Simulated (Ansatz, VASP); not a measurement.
Zn: VASP beside Ansatz

```
CELL_PARAMETERS angstrom
0.00000 1.91922 1.91922
1.91922 0.00000 1.91922
1.91922 1.91922 0.00000
ATOMIC_POSITIONS crystal
Zn 0.00000 0.00000 0.00000
```

Alike in both runs: task single point; functional PBEsol; k mesh 18 × 18 × 18; occupations gaussian, width 0.1 eV; no spin polarisation.

|  | VASP | Ansatz |
| --- | --- | --- |
| version | VASP 6.6.1 | Ansatz 0.2.0 |
| potentials or method | VASP PAW PBE potentials, release 64 (Zn) | scalar-relativistic, plane waves, PAW |
| plane-wave cutoff (eV) | 520 | 420 |
| valence electrons in the cell | 12 | 12 |

```csv
,VASP,Ansatz,Ansatz less VASP
gap on the k mesh at the Fermi level (eV),none,none,-
pressure (GPa),0.4,0.0,-0.46
```

A gap of «none» marks a metal or a gap that the smearing closes.

Caveats: the PAW data sets were made with another functional, which shifts forces and pressure a little (VASP).
